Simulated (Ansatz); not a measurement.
# WS2: the cost of one run

Method: DFT PBE+U (U_eff = 8 eV on W d), plane waves, PAW, no spin–orbit coupling unless a run says so, in Ansatz 0.2.0.

5 further runs of the same task are left out: 5 that didn't finish.

## Step 1: The structure to begin with

Symmetry: R3m, No. 160, trigonal system. The conventional cell has a = 3.158 Å, b = 3.158 Å, c = 18.490 Å, α = 90.00°, β = 90.00°, γ = 120.00°. Around W (site symmetry 3m) lie 6 S at 2.39 to 2.42 Å. S (site symmetry 3m) has 3 W at 2.39 Å as nearest neighbours. S (site symmetry 3m) is surrounded by 3 W at 2.42 Å.

Structure file:

```xyz
3
Lattice="1.5790 0.9116 6.1633 -1.5790 0.9116 6.1633 0.0000 -1.8233 6.1633" Properties=species:S:1:pos:R:3 pbc="T T T"
W     0.0000    0.0000    0.0000
S     0.0000    0.0000   13.8730
S     0.0000    0.0000   10.7427
```

Magnetic order typed: ferromagnetic.

## Step 2: From atoms, symmetry kept, no search

input.yaml

```yaml
crystal:
  lattice:
    - [1.57900017, 0.91163617, 6.16332915]
    - [-1.57900017, 0.91163617, 6.16332915]
    - [0.0, -1.82327234, 6.16332915]
  atoms:
    - { symbol: W, position: [0.0, 0.0, 0.0], spin: 2.0 }
    - { symbol: S, position: [0.7503, 0.7503, 0.7503] }
    - { symbol: S, position: [0.581, 0.581, 0.581] }
basis:
  ecutwfc: 420
  ecutrho_ratio: 4
kpoints:
  mp_grid: { grid: [7, 7, 7] }
hamiltonian:
  xc: pbe
  hubbard: { sites: [{ site: 0, l: d, u_eff: 8.0 }] }
scf:
  occupations: { method: gaussian, width: 0.05 }
  lower_state_search: "off"
  max_iter: 150
output:
  forces: true
  stress: true
  eigenvalues: true
  populations: true
  hubbard: { sites: [{ site: 0, l: d }] }
magnetization:
  spin_polarized: true
```

Run with:

```bash
> ansatz run input.yaml --threads 2 --pin off --max-ram 3072MiB --backend cpu --events-out ev --progress --plain --runs-dir out
```

What time and memory should one allow on 2 threads of Intel Xeon Platinum 8488C (Sapphire Rapids), shared host?

About 16 s, with a peak of 0.48 GiB.
